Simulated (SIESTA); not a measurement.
CdSe (Cadmoselite):

```
Cd Se
1.0
     4.30000    0.00000    0.00000
    -2.15000    3.72391    0.00000
     0.00000    0.00000    7.02000
Cd Se
2 2
Cartesian
  2.1500 1.2413 3.5100
  0.0000 2.4826 0.0000
  2.1500 1.2413 6.2127
  0.0000 2.4826 2.7027
```

Base run:

* Program: SIESTA 5.4.2
* Functional: AM05
* Potentials or basis: PseudoDojo 0.4 standard (PBEsol files)
* Basis: DZP (energy shift 0.003 Ry; two zetas on semicore shells)
* Grid cutoff: 800 Ry
* Energy shift: 0.003 Ry
* k mesh: 7 × 7 × 4
* Occupations: fermi-dirac, width 0.05 eV
* Spin: no spin polarisation

Its results: band gap on the k mesh 0.89 eV, direct; pressure 0.9 GPa; largest force 0.298 eV/Å.

Q: The run is repeated on the same cell with these changes: functional from AM05 to PBEsol. What comes out?

A: Band gap on the k mesh 0.81 eV, direct; pressure 0.4 GPa; largest force 0.306 eV/Å.

Caveats: the basis of atomic orbitals isn't converged, which shifts pressures, moduli and gaps; the potentials were made for another functional, which shifts forces and pressure (some runs).
